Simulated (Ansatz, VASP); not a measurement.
# Ga8P8H (a cell with a defect): VASP beside Ansatz

```
CELL_PARAMETERS angstrom
0.00000 5.50512 -5.50512
5.50512 5.50512 0.00000
5.50512 0.00000 -5.50512
ATOMIC_POSITIONS crystal
Ga 0.50043 0.50043 0.99957
Ga 0.50043 0.99957 0.99957
Ga 0.99957 0.50043 0.99957
Ga 0.00000 0.00000 0.00000
Ga 0.50000 0.50000 0.50000
Ga 0.50043 0.99957 0.50043
Ga 0.99957 0.50043 0.50043
Ga 0.99957 0.99957 0.50043
P 0.37415 0.37415 0.37415
P 0.37415 0.87754 0.37415
P 0.87754 0.37415 0.37415
P 0.86452 0.86452 0.40645
P 0.37415 0.37415 0.87754
P 0.40645 0.86452 0.86452
P 0.86452 0.40645 0.86452
P 0.86452 0.86452 0.86452
H 0.75000 0.75000 0.75000
```

Alike in both runs: functional PBE; k mesh 1 × 1 × 1; occupations gaussian, width 0.01 eV; collinear spin.

Ansatz relaxed the structure, and its values are those at the end. VASP's run is a single point on that final structure, the one shown.

```csv
,VASP,Ansatz
version,VASP 6.6.1,Ansatz 0.2.0
potentials or method,"VASP PAW PBE potentials, release 64 (Ga_d, P, H)","scalar-relativistic, plane waves, PAW"
plane-wave cutoff (eV),520,420
valence electrons in the cell,145,145
```

```csv
,VASP,Ansatz,Ansatz less VASP
rms of the force components (eV/Å),0.007,0.003,-0.0034
net moment per atom (μB),0.06,0.06,0.000
size of the moment on the site where the two differ most (μB),0.04,0.03,-0.008
```

Site moments also hang on the region over which each program counts them.
